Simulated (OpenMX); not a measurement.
Wanted: the native input for an OpenMX 3.8.5 run.

```yaml
Task: single point
Functional: PBE
Potentials_or_basis: OpenMX 2013 PBE set, Mn6.0-s3p2d2, O6.0-s2p2d1, grid cutoff 400 Ry
k_mesh: 7 × 7 × 7
Occupations: fermi-dirac, width 0.05 eV
Spin: collinear spin, ferromagnetic start
Starting_moments: "[4.0, 0.0] μB"
Hubbard_terms: Mn U = 8 eV
Hubbard_projector: dual
Start_of_the_occupations: no orbital polarisation
Hubbard_shell: Mn d
Mixing_scheme: rmm-diisk
SCF_threshold: 1e-07 Ha
Solver: band
Max_SCF_cycles: 120
```

MnO:

```
CELL_PARAMETERS angstrom
0.00000 2.22200 2.22200
2.22200 0.00000 2.22200
2.22200 2.22200 0.00000
ATOMIC_POSITIONS crystal
Mn 0.00000 0.00000 0.00000
O 0.50000 0.50000 0.50000
```

The input as run:

MnO.dat

```
System.CurrrentDirectory             ./
System.Name                          MnO
DATA.PATH                            ./DFT_DATA13
level.of.stdout                      1
level.of.fileout                     0
Species.Number                       2
<Definition.of.Atomic.Species
  Mn  Mn6.0-s3p2d2           Mn_PBE13
  O   O6.0-s2p2d1            O_PBE13
Definition.of.Atomic.Species>

<Hubbard.U.values
  Mn  1s 0.0 2s 0.0 3s 0.0 1p 0.0 2p 0.0 1d 8.0 2d 0.0
  O   1s 0.0 2s 0.0 1p 0.0 2p 0.0 1d 0.0
Hubbard.U.values>

Atoms.Number                         2
Atoms.SpeciesAndCoordinates.Unit     FRAC
<Atoms.SpeciesAndCoordinates
    1  Mn    0.0000000000    0.0000000000    0.0000000000   9.500  5.500  off
    2  O     0.5000000000    0.5000000000    0.5000000000   3.000  3.000  off
Atoms.SpeciesAndCoordinates>

Atoms.UnitVectors.Unit               Ang
<Atoms.UnitVectors
     0.0000000000    2.2220003300    2.2220003300
     2.2220003300    0.0000000000    2.2220003300
     2.2220003300    2.2220003300    0.0000000000
Atoms.UnitVectors>

scf.XcType                           GGA-PBE
scf.SpinPolarization                 on
scf.Hubbard.U                        on
scf.Hubbard.Occupation               dual
scf.ElectronicTemperature            580.226
scf.energycutoff                     400.0
scf.maxIter                          120
scf.EigenvalueSolver                 band
scf.Kgrid                            7 7 7
scf.Mixing.Type                      rmm-diisk
scf.Init.Mixing.Weight               0.01
scf.Min.Mixing.Weight                0.001
scf.Max.Mixing.Weight                0.2
scf.Mixing.History                   40
scf.Mixing.StartPulay                15
scf.criterion                        1.0e-7
MD.Type                              nomd
```

Potentials or basis: OpenMX 2013 PBE set, Mn6.0-s3p2d2, O6.0-s2p2d1, grid cutoff 400 Ry.

Command:

```sh
$ openmx MnO.dat -nt 1 > MnO.std
```

Results of the run:

```
Band gap on the k mesh : 1.18 eV, indirect (least direct gap 2.75 eV)
Net moment             : 5.00 μB per cell
Site moments           : Mn +5.05; O -0.05 μB
Mulliken charges       : Mn +0.52; O -0.52 e
```

Caveat: Mulliken charges move with the basis; U acts on the first radial function of the shell alone, so its value doesn't carry over to other programs; an odd mesh through Γ misses points on the zone boundary, where band edges often lie; the basis of atomic orbitals isn't converged, which shifts pressures, moduli and gaps; a cell with one magnetic atom can't hold antiferromagnetic order, which such compounds often take.

It took 74 s on 1 thread of Arm Neoverse V2, with other jobs on the host, peak memory 0.47 GiB.
